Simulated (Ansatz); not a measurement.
**SnS2 at a changed volume — field gradients at the nuclei**

The cell is a COD entry, relaxed with PBE at fixed cell and then changed (volume scaled by 1.02, ions relaxed).

```
CELL_PARAMETERS angstrom
3.62887 0.00000 0.00000
-1.81444 3.14270 0.00000
0.00000 0.00000 5.49616
ATOMIC_POSITIONS crystal
Sn 0.00000 0.00000 0.00000
S 0.66667 0.33333 0.73122
S 0.33333 0.66667 0.26878
```

Atoms are numbered from 1 in the order listed; like atoms form one site, named after its first atom.

Level of theory: DFT, PBE, plane waves and PAW, scalar-relativistic, 420 eV cutoff, Γ-centred 14×14×8 k-points, Fermi–Dirac smearing 0.02 eV (Ansatz 0.2.0).

Conventions: |V_zz| ≥ |V_yy| ≥ |V_xx|, η = (V_xx − V_yy)/V_zz, C_Q = eQV_zz/h.

³³S: I = 3/2, Q = -69.40 mb. Quadrupole moments are those of Pyykkö's year-2017 table.

| site | atoms (order as listed) | first shell | V_xx, V_yy, V_zz (10²¹ V/m²) | η | C_Q (MHz) |
| --- | --- | --- | --- | --- | --- |
| Sn | 1 | 6 S at 2.56 Å | -0.45, -0.45, 0.91 | 0.00 | – |
| S | 2, 3 | 3 Sn at 2.56 Å | 1.91, 1.91, -3.82 | 0.00 | 6.41 |

An axis of threefold or higher order runs through Sn and S, so V_zz lies along it and η is zero.

Sn has no stable isotope with a ground-state quadrupole moment in the table, so no C_Q is given.

Without spin–orbit coupling (the program notes it for Sn) the gradients can shift somewhat, as the gap is small. At this changed cell the PBE pressure is 6 GPa.

The relaxation (3 steps) took 14 s of wall time (14 s of CPU time) and 0.56 GiB at its peak, on 1 thread of Intel Xeon 6975P-C (Granite Rapids) (x86_64; 16 cores open to the job, memory cap 3.0 GiB, no GPU), a shared host with a load of 0.6 a core.
